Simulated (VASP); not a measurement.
# AgCl: single point with PBE

The system is AgCl.

```
CELL_PARAMETERS angstrom
3.45938 0.00000 0.00000
0.00000 3.45938 0.00000
0.00000 0.00000 3.45938
ATOMIC_POSITIONS crystal
Ag 0.00000 0.00000 0.00000
Cl 0.50000 0.50000 0.50000
```

Measurements of this composition are mostly on another form, of space group No. 225.

The cell isn't the ideal one: strained and moved within the space group.

| Property | Result |
| --- | --- |
| Program | VASP 6.6.1 |
| Task | single point |
| Functional | PBE |
| Potentials or basis | VASP PAW PBE potentials, release 64 (Ag, Cl) |
| Cutoff | 520 eV |
| k mesh | 10 × 10 × 10 |
| Occupations | gaussian, width 0.05 eV |
| Spin | no spin polarisation |

```json
{"Pressure": "-1.2 GPa", "Band gap on the k mesh": "0.57 eV, indirect (least direct gap 2.00 eV)"}
```

Levels at points of the mesh, in eV from the valence-band top:
| k point | band 7 | band 8 | band 9 | band 10 | band 11 | band 12 |
| --- | --- | --- | --- | --- | --- | --- |
| (0.00, 0.00, 0.00) | -1.43 | -1.43 | -1.43 | 0.57 | 9.46 | 9.46 |
| (0.50, 0.00, 0.00) | -1.39 | 0.00 | 0.00 | 4.91 | 5.41 | 9.50 |
| (0.50, 0.50, 0.00) | -2.00 | -1.45 | -0.83 | 2.82 | 8.85 | 8.85 |
| (0.50, 0.50, 0.50) | -0.18 | -0.18 | -0.18 | 4.87 | 4.87 | 4.87 |

Wall time 20 s on 1 thread of Intel(R) Xeon(R) Platinum 8488C (Sapphire Rapids), on a shared host, peak memory 0.17 GiB.

A k mesh can miss the band edges.
